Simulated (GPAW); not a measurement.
Runs of GPAW 26.7.0 on Sr. It takes space group Fm-3m (No. 225, cubic). The conventional cell has a = 6.085 Å, b = 6.085 Å, c = 6.085 Å, α = 90.00°, β = 90.00°, γ = 90.00°. Sr (site symmetry m-3m) is surrounded by 12 Sr at 4.30 Å. 

```csv
task,level,potentials or basis,spin,cell,band path,band points,spin axis theta (degrees),spin axis phi (degrees),convergence,pressure (GPa)
band structure,TASK,"GPAW PAW data sets (gpaw-data 1.2.1), pw","SOC, no magnetisation",as given,"GXWKGLUWLK,UX",60,0,0,-,3.0
band structure,PBEsol,"PAW data sets generated in the run's folder for this functional, pw","SOC, no magnetisation",as given,"GXWKGLUWLK,UX",100,90,45,-,(a)
band structure,AM05,"PAW data sets generated in the run's folder for this functional, pw","SOC, no magnetisation",as given,"GXWKGLUWLK,UX",60,0,0,-,-0.6
phonons,LDA,"the program's PAW data sets (release 1.2.1) made for this functional, pw",off,relaxed,"GXWKGLUWLK,UX",-,-,-,density=1e-06 eigenstates=1e-09,0.0
```

Alike in all rows: k mesh 8 × 8 × 8; cutoff (eV) 600; smearing fermi-dirac 0.05 eV.

Fill in the values left out.

(a) -0.9.

Caveats: spin-orbit coupling was added after a scalar SCF, so levels and gaps hold it while energy, forces, pressure and moments don't (some runs); the PAW data sets were made with another functional, which shifts forces and pressure a little (some runs); phonon bands are interpolated from a small supercell (some runs).
